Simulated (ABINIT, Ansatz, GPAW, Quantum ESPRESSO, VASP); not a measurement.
## One calculation of TiTe2, 5 ways

```xyz
3
Lattice="3.7770 0.0000 0.0000 -1.8885 3.2710 0.0000 0.0000 0.0000 6.4980" Properties=species:S:1:pos:R:3 pbc="T T T"
Te    0.0320    2.1613    4.8209
Te    1.8824    1.1056    1.7366
Ti   -0.0044   -0.0006    0.0156
```

Atoms were shifted at random by some hundredths of an Å from the given cell, which wasn't relaxed again for these runs.

Alike in all runs: task single point; functional PBEsol; k mesh 8 × 8 × 4; occupations fermi-dirac, width 0.05 eV; no spin polarisation; no spin-orbit coupling. A missing gap at this level doesn't show that the real crystal is a metal. Pressure is positive in compression and, in plane waves, holds the error of the finite cutoff.

| program and potentials | plane-wave cutoff (eV) | notes | band gap (eV) | pressure (GPa) | largest force (eV/Å) | energy over the undisturbed cell (meV/atom) |
| --- | --- | --- | --- | --- | --- | --- |
| GPAW, PAW data sets generated for this functional | 600 | 8 valence electrons an atom on average | no gap | -2.56 | 0.209 | 1.49 |
| Quantum ESPRESSO, GBRV 1.5 PBEsol | 612 | 8 valence electrons an atom on average | no gap | -2.15 | 0.194 | 1.53 |
| Ansatz, all-electron LAPW, scalar-relativistic | - | - | no gap | -2.22 | 0.211 | - |
| VASP, PBE PAW files Te, Ti_sv, 520 eV | 520 | potentials made for PBE; 8 valence electrons an atom on average | ? | ? | ? | - |
| ABINIT, PseudoDojo NC SR PBEsol v0.4.1 standard | 1143 | 14.67 valence electrons an atom on average | no gap | -2.12 | 0.202 | - |

Question: Estimate from the other rows what the run with VASP, PBE PAW files Te, Ti_sv, 520 eV gave.

Answer: No band gap; pressure -2.17 GPa; largest force 0.194 eV/Å. The other rows, which needn't bracket it: pressure -2.56 to -2.12; largest force 0.194 to 0.211; energy over the undisturbed cell 1.49 to 1.53.
